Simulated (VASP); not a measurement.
A run of VASP 6.6.1 is set up as follows.

The input INCAR:

```
SYSTEM = I
PREC = Accurate
ENCUT = 520
EDIFF = 1E-7
ISMEAR = -1
SIGMA = 0.05
LREAL = .FALSE.
LASPH = .TRUE.
NELM = 60
ALGO = Normal
ISIF = 2
LWAVE = .FALSE.
LCHARG = .TRUE.
GGA = PE
LELF = .TRUE.
LVHAR = .TRUE.
NBANDS = 10
```

File KPOINTS:

```
regular mesh
0
G
  8 8 5
  0 0 0
```

POSCAR

```
I
1.0
    3.2379500000      0.0000000000      0.0000000000
    0.0000000000      3.2379500000      0.0000000000
    0.0000000000      0.0000000000      5.1311800000
I
1
Direct
    0.5000000000      0.5000000000      0.0000000000
```

Potentials or basis: VASP PAW PBE potentials, release 64 (I).

Launch:

```sh
$ cat potpaw_PBE.64/I/POTCAR > POTCAR
$ mpirun -np 1 vasp_std > vasp.out
```

(1) Estimate the band gap on the k mesh.

(2) What does it give for the pressure?

Answers

(1) none (metal or under the smearing width).

(2) 0.0 GPa.

Caveat: an odd number of electrons without spin polarisation forces a metal; a magnetic or distorted state may lie lower.
